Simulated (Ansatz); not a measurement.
# Al in Ansatz: the effect of target pressure

Crystal: Al.

```xyz
1
Lattice="0.0000 2.0248 2.0248 2.0248 0.0000 2.0248 2.0248 2.0248 0.0000" Properties=species:S:1:pos:R:3 pbc="T T T"
Al    0.0000    0.0000    0.0000
```

Alike in all runs:

```yaml
Program: Ansatz 0.2.0
Task: relaxation of cell and atoms
Functional: PBEsol
Potentials_or_basis: Ansatz PAW
Cutoff: "420 eV (not typed: the program's choice for these potentials)"
k_mesh: 11 × 11 × 11
Occupations: fermi-dirac, width 0.05 eV
Spin: no spin polarisation
```

Each run relaxes the cell or the atoms first.

```tsv
target pressure	relaxed volume (Å³/atom)
0 GPa	16.21
2 GPa	?
5 GPa	15.36
10 GPa	14.69
20 GPa	13.70
30 GPa	12.96
```

What does the run with target pressure 2 GPa give?

Relaxed volume 15.84 Å³/atom.

Worked out: In Murnaghan's law V^(-B') rises as a straight line in P. The other rows fit best with B' = 4.0, V0 = 16.21 Å³/atom and B0 = 83 GPa, which gives 15.84 Å³/atom at 2 GPa, against the run's 15.84.

Caveats: the plane-wave basis is chosen anew once the cell has moved, so the energies of steps on either side of that aren't comparable; the PAW data sets come from PBE, with cores solved anew for the run's functional, which leaves a small shift of forces and pressure; the volume moved by over 15 % at a fixed basis, so the end points are rough (some runs).
